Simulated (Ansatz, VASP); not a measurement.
## W: VASP beside Ansatz

```
CELL_PARAMETERS angstrom
-1.57707 1.57707 1.57707
1.57707 -1.57707 1.57707
1.57707 1.57707 -1.57707
ATOMIC_POSITIONS crystal
W 0.00000 0.00000 0.00000
```

Alike in both runs: functional PBEsol; k mesh 12 × 12 × 12; occupations fermi-dirac, width 0.1 eV; no spin polarisation.

Ansatz relaxed the structure, and its values are those at the end. VASP's run is a single point on that final structure, the one shown.

|  | VASP | Ansatz |
| --- | --- | --- |
| version | VASP 6.6.1 | Ansatz 0.2.0 |
| potentials or method | VASP PAW PBE potentials, release 64 (W_sv) | plane waves, PAW |
| plane-wave cutoff (eV) | 520 | 550 |
| valence electrons in the cell | 14 | 14 |

Ansatz gave:

```
pressure (GPa) : 0.0
```

Task: What did VASP give for the same quantities?

Result: Pressure (GPa): 0.7.

Caveats: the PAW data sets were made with another functional, which shifts forces and pressure a little (VASP). Spin-orbit coupling is left out, which matters for the levels of W.
